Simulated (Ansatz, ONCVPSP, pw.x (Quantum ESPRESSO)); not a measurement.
# Ge (Z = 32): does the ONCV potential hold in the solid?

Ge (Z = 32), optimised norm-conserving Vanderbilt (ONCV), made with ONCVPSP 4.0.1.1 (patched build) (LDA (Perdew-Wang 92), scalar-relativistic). Core [Ar] 3d10, reference 4s2 4p2. Waves: 4s: rc 1.55 bohr, ncon 5, nbas 8, qcut 3.3 1/bohr, 2 projectors, debl 3.3 Ha; 4p: rc 2.30 bohr, ncon 5, nbas 9, qcut 3.1 1/bohr, 1 projector; d scattering state at 0.03 Ha: rc 2.35 bohr, ncon 4, nbas 7, qcut 4.7 1/bohr, 2 projectors, debl 2.8 Ha. Local part: polynomial inside 1.55 bohr (lpopt 2, dvloc0 6 Ha). Core correction: polynomial model core, fcfact 0.4.

Crystal test: fcc Ge in pw.x 7.5, no spin, 14³ k-points, Fermi–Dirac smearing 0.01 Ry, cutoffs 140/560 Ry. The reference is all-electron LAPW (Ansatz 0.2.0) with the same functional, mesh and smearing; V0 and B0 come from Birch–Murnaghan fits to the pressures at five volumes. Errors are pseudo minus all-electron; Δ is the rms difference of the E(V) curves that follow from these fits, minima aligned, over ±6 % about the mean V0. Mesh and smearing are coarse, so the numbers serve the comparison and aren't converged zero-temperature values; the lattice is a test structure that the element need not adopt.

All-electron: a0 = 4.177 Å (V0 = 18.21 Å³/atom), B0 = 74.5 GPa.

**Question.** How far does the potential miss the all-electron equation of state?

**Answer.** mean pressure error (GPa): -0.33; a0 (Å): 4.170; a0 error (%): -0.15; B0 error (%): +1.7; Δ (meV/atom): 1.3.

```tsv
V (Å³/atom)	P all-electron (GPa)	P pseudo (GPa)
17.335	4.09	3.75
17.791	1.83	1.49
18.247	-0.14	-0.47
18.703	-1.87	-2.20
19.159	-3.39	-3.72
```

**Question.** At the middle volume, how do free energy and pressure move when the wave cutoff is lowered (ecutrho kept at four times it)?

**Answer.**

```
cutoff (Ry)  shift of F (meV/atom)  shift of P (GPa)
         63                  +34.0             -0.51
         84                  +16.3             -0.03
        112                   +8.0             -0.19
```

The run at the middle volume (104 k-points, 6 iterations) took about 48 s on one core of a shared host (Neoverse-V1, 32 threads, 247 GiB, load 28).
